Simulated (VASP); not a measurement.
VASP 6.6.1 run: SiC

INCAR

```
LCHARG = .FALSE.
ENCUT = 520
ISMEAR = 0
NELM = 65
ISIF = 2
SIGMA = 0.2
NBANDS = 11
IBRION = -1
LASPH = .TRUE.
LWAVE = .FALSE.
LREAL = .FALSE.
GGA = PE
PREC = Accurate
EDIFF = 1E-7
NSW = 0
```

KPOINTS

```
KPOINTS created by Atomic Simulation Environment
0
Gamma
10 10 10
0 0 0
```

POSCAR

```
Si C
 1.0000000000000000
     0.0000000000000000    2.1562718274999999    2.1562718274999999
     2.1562718274999999    0.0000000000000000    2.1562718274999999
     2.1562718274999999    2.1562718274999999    0.0000000000000000
 Si  C
   1   1
Cartesian
  0.0000000000000000  0.0000000000000000  0.0000000000000000
  1.0781359137500000  1.0781359137500000  1.0781359137500000
```

The recommended PBE PAW datasets give the neutral cell 8 valence electrons.

Command

```
mpirun -np 1 vasp_std
```

OSZICAR

```
N       E                     dE             d eps       ncg     rms          rms(c)
DAV:   1     0.501358326610E+01    0.50136E+01   -0.39519E+03  1074   0.615E+02
DAV:   2    -0.162746034378E+02   -0.21288E+02   -0.20367E+02  1309   0.114E+02
DAV:   3    -0.169719475335E+02   -0.69734E+00   -0.69582E+00  1270   0.170E+01
DAV:   4    -0.169747078940E+02   -0.27604E-02   -0.27602E-02  1163   0.135E+00
DAV:   5    -0.169747191502E+02   -0.11256E-04   -0.11257E-04  1284   0.817E-02    0.915E+00
DAV:   6    -0.150976394754E+02    0.18771E+01   -0.65460E+00  1154   0.116E+01    0.409E+00
DAV:   7    -0.150378154889E+02    0.59824E-01   -0.42623E-01  1223   0.371E+00    0.184E+00
DAV:   8    -0.150298248763E+02    0.79906E-02   -0.20845E-02  1166   0.962E-01    0.171E-01
DAV:   9    -0.150299268500E+02   -0.10197E-03   -0.15827E-03  1275   0.229E-01    0.114E-01
DAV:  10    -0.150300319800E+02   -0.10513E-03   -0.22192E-04  1169   0.917E-02    0.265E-02
DAV:  11    -0.150300340642E+02   -0.20842E-05   -0.38006E-05  1241   0.326E-02    0.686E-03
DAV:  12    -0.150300344499E+02   -0.38570E-06   -0.17567E-06  1205   0.797E-03    0.114E-03
DAV:  13    -0.150300344849E+02   -0.35059E-07   -0.77898E-08   976   0.198E-03
   1 F= -.15030034E+02 E0= -.15030034E+02  d E =-.128456E-07
```

From OUTCAR

```
k-points           NKPTS =     47   k-points in BZ     NKDIM =     47   number of bands    NBANDS=     11

   NELECT =       8.0000    total number of electrons

   dimension x,y,z NGX =    24 NGY =   24 NGZ =   24
   dimension x,y,z NGXF=    48 NGYF=   48 NGZF=   48

  energy-cutoff  :      520.00
  volume of cell :       20.05
      direct lattice vectors                 reciprocal lattice vectors
     0.000000000  2.156271827  2.156271827    -0.231881711  0.231881711  0.231881711
     2.156271827  0.000000000  2.156271827     0.231881711 -0.231881711  0.231881711
     2.156271827  2.156271827  0.000000000     0.231881711  0.231881711 -0.231881711

 k-points in reciprocal lattice and weights: KPOINTS created by Atomic Simulation Env
   0.00000000  0.00000000  0.00000000       0.001
   0.10000000  0.00000000  0.00000000       0.008
   0.20000000  0.00000000  0.00000000       0.008
   0.30000000  0.00000000  0.00000000       0.008
   0.40000000  0.00000000  0.00000000       0.008
   0.50000000  0.00000000  0.00000000       0.004
   0.10000000  0.10000000  0.00000000       0.006
   0.20000000  0.10000000  0.00000000       0.024
   ...

 E-fermi :   9.1307

 k-point     1 :       0.0000    0.0000    0.0000
  band No.  band energies     occupation
      1      -7.1886      2.00000
      2       8.4638      2.00000
      3       8.4638      2.00000
      4       8.4638      2.00000
      5      15.0678      0.00000
      6      15.9934      0.00000
      7      15.9934      0.00000
      8      15.9934      0.00000
      9      23.1562      0.00000
     10      23.1562      0.00000
     11      25.4386      0.00000

 k-point     2 :       0.1000    0.0000    0.0000
  band No.  band energies     occupation
      1      -6.9882      2.00000
      2       7.4511      2.00000
      3       8.3294      2.00000
      4       8.3294      2.00000
      5      15.2782      0.00000
      6      16.2412      0.00000
      7      16.2412      0.00000
      8      16.3151      0.00000
      9      22.1832      0.00000
     10      22.1832      0.00000
     11      25.0226      0.00000

 k-point     3 :       0.2000    0.0000    0.0000
  band No.  band energies     occupation
      1      -6.3959      2.00000
      2       5.3024      2.00000
      3       8.0208      2.00000
      4       8.0208      2.00000
      5      14.9504      0.00000
      6      16.5929      0.00000
      7      16.5929      0.00000
      8      17.5448      0.00000
      9      21.5125      0.00000
     10      21.5125      0.00000
     11      24.1199      0.00000

 k-point     4 :       0.3000    0.0000    0.0000
  band No.  band energies     occupation
      1      -5.4466      2.00000
      2       2.9439      2.00000
      3       7.7028      2.00000
      4       7.7028      2.00000
      5      14.5412      0.00000
      6      16.4115      0.00000
      7      16.4115      0.00000
      8      18.4731      0.00000
      9      22.3879      0.00000
     10      22.3879      0.00000
     11      23.9084      0.00000

 k-point     5 :       0.4000    0.0000    0.0000
  band No.  band energies     occupation
      1      -4.2662      2.00000
      2       0.8370      2.00000
      3       7.4826      2.00000
      4       7.4826      2.00000
      5      14.2746      0.00000
      6      15.9989      0.00000
      7      15.9989      0.00000
      8      18.7065      0.00000
      9      24.3865      0.00000
     10      24.3865      0.00000
     11      24.5607      0.00000

 ...

  Total        1.3421943      1.3421943      1.3421943     -0.0000000      0.0000000      0.0000000
  in kB      107.2470722    107.2470722    107.2470722     -0.0000000      0.0000000      0.0000000
  external PRESSURE =     107.2470722 kB  Pullay stress =       0.0000000 kB

 POSITION                                       TOTAL-FORCE (eV/Angst)
 -----------------------------------------------------------------------------------
      0.00000      0.00000      0.00000         0.000000      0.000000      0.000000
      1.07814      1.07814      1.07814        -0.000000     -0.000000     -0.000000
 -----------------------------------------------------------------------------------
    total drift:                                0.000000      0.000000      0.000000

  FREE ENERGIE OF THE ION-ELECTRON SYSTEM (eV)
  ---------------------------------------------------
  free  energy   TOTEN  =       -15.0300344849 eV

  energy  without entropy=      -15.0300344721  energy(sigma->0) =      -15.03003448
```

It converged. Results: gap between bands v and c on the k mesh 1.33 eV; least direct gap on the k mesh 4.57 eV; pressure 10.7 GPa. Band v is the last that the valence electrons fill when counted band by band, and c is the next.

For comparison, a separate PBE run of the intended cell, on usual settings and not on those above, gives a gap of 1.33 eV on its mesh and a pressure of 10.7 GPa.

The run above took about 6.6 s on one core of a shared host (Intel Xeon Platinum 8488C) and held 0.14 GiB at most.
